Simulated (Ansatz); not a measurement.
Runs of Ansatz 0.2.0 on TiAl3. It takes space group I4/mmm (No. 139, tetragonal). The conventional cell has a = 3.822 Å, b = 3.822 Å, c = 8.561 Å, α = 90.00°, β = 90.00°, γ = 90.00°. Around Ti (site symmetry 4/mmm) lie 12 Al at 2.70 to 2.87 Å. Al (site symmetry -4m2) is surrounded by 8 Al at 2.70 to 2.87 Å and 4 Ti at 2.87 Å. Around Al (site symmetry 4/mmm) lie 4 Ti at 2.70 Å and 8 Al at 2.87 Å. The cell comes from a database or a generator and needn't be the stable form of this composition.

```csv
level,cutoff (eV),gap on the mesh (eV),pressure (GPa),relaxed volume (Å³/atom)
PBEsol,420,none,0.0,(b)
revPBE,420,none,0.0,16.19
r2SCAN,500,none,0.0,15.65
RPBE,420,none,0.0,(a)
BLYP,420,none,0.0,16.44
PBE,420,none,0.0,15.94
LDA,420,none,0.0,15.15
```

Alike in all rows: task relaxation of cell and atoms; potentials or basis Ansatz PAW; no spin polarisation; cell relaxed; k mesh 10 × 10 × 10; smearing fermi-dirac 0.05 eV.

**Question.** Estimate the missing entries.

**Answer.** (a) 16.28; (b) 15.57.

Caveats: the plane-wave basis is chosen anew once the cell has moved, so the energies of steps on either side of that aren't comparable; the PAW data sets come from PBE, with cores solved anew for the run's functional, which leaves a small shift of forces and pressure (some runs).

A gap of «none» marks a metal or a gap under the smearing width.
